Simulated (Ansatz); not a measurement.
# MgS: the cost of one run

Method: DFT PBE, scalar-relativistic, plane waves, PAW, in Ansatz 0.2.0.

1 further run of the same task is left out (set aside as unsound or not needed).

### Step 1. The starting structure

Symmetry: Pm-3n, No. 223, cubic system. Conventional cell: a = 6.985 Å, b = 6.985 Å, c = 6.985 Å, α = 90.00°, β = 90.00°, γ = 90.00°. Around Mg (site symmetry -4m2) lie 4 S at 2.47 Å. S (site symmetry -4m2) has 4 Mg at 2.47 Å as nearest neighbours.

Coordinates:

```cif
data_structure
_symmetry_space_group_name_H-M 'Pm-3n'
_symmetry_Int_Tables_number 223
_cell_length_a 6.9852
_cell_length_b 6.9852
_cell_length_c 6.9852
_cell_angle_alpha 90.000
_cell_angle_beta 90.000
_cell_angle_gamma 90.000
_cell_volume 340.82
loop_
_atom_site_label
_atom_site_type_symbol
_atom_site_symmetry_multiplicity
_atom_site_Wyckoff_symbol
_atom_site_fract_x
_atom_site_fract_y
_atom_site_fract_z
_atom_site_occupancy
Mg1 Mg 6 d 0.50000 0.00000 0.75000 1
S1 S 6 c 0.00000 0.50000 0.75000 1
```

The cell was relaxed beforehand at this level, from a generated guess; it needn't be the stable form of this composition. At a tolerance of 0.02 Å it has space group Pm-3n (No. 223); it has 28.40 Å³/atom, an uncorrected energy of -1.36 eV/atom over the elements.

### Step 2. Bands, states and charges

The input, input.yaml:

```yaml
crystal:
  lattice:
    - [6.9851613685, 0.0, 0.0]
    - [0.0, 6.9851613685, 0.0]
    - [0.0, 0.0, 6.9851613685]
  atoms:
    - { symbol: Mg, position: [0.5, 0.0, 0.75] }
    - { symbol: Mg, position: [0.75, 0.5, 0.0] }
    - { symbol: Mg, position: [0.0, 0.75, 0.5] }
    - { symbol: Mg, position: [0.5, 0.0, 0.25] }
    - { symbol: Mg, position: [0.25, 0.5, 0.0] }
    - { symbol: Mg, position: [0.0, 0.25, 0.5] }
    - { symbol: S, position: [0.0, 0.5, 0.75] }
    - { symbol: S, position: [0.75, 0.0, 0.5] }
    - { symbol: S, position: [0.5, 0.75, 0.0] }
    - { symbol: S, position: [0.0, 0.5, 0.25] }
    - { symbol: S, position: [0.25, 0.0, 0.5] }
    - { symbol: S, position: [0.5, 0.25, 0.0] }
basis:
  ecutwfc: 420
kpoints:
  mp_grid: { grid: [4, 4, 4] }
  band_path:
    path:
      - [[0.0, 0.0, 0.0], [0.0, 0.5, 0.0], [0.5, 0.5, 0.0], [0.0, 0.0, 0.0], [0.5, 0.5, 0.5], [0.0, 0.5, 0.0]]
      - [[0.5, 0.5, 0.5], [0.5, 0.5, 0.0]]
    npoints: 10
hamiltonian:
  xc: pbe
scf:
  occupations: { method: gaussian, width: 0.02 }
  n_extra_bands: 30
output:
  forces: true
  stress: true
  eigenvalues: true
  populations: true
  dos: { projected: true, de: 0.02, nscf_kmesh: { grid: [6, 6, 6] } }
  bader: false
  write_density: true
  write_potential: true
  elf: true
  volumetric_format: npy
```

Run with:

```sh
$ ansatz run input.yaml --threads 1 --pin off --max-ram 2560MiB --backend cpu --events-out ev --progress --plain --runs-dir out
```

Q: Estimate wall time and peak memory on 1 thread of Arm Neoverse V1, shared host.

About 1.8 min, with a peak of 1 GiB.
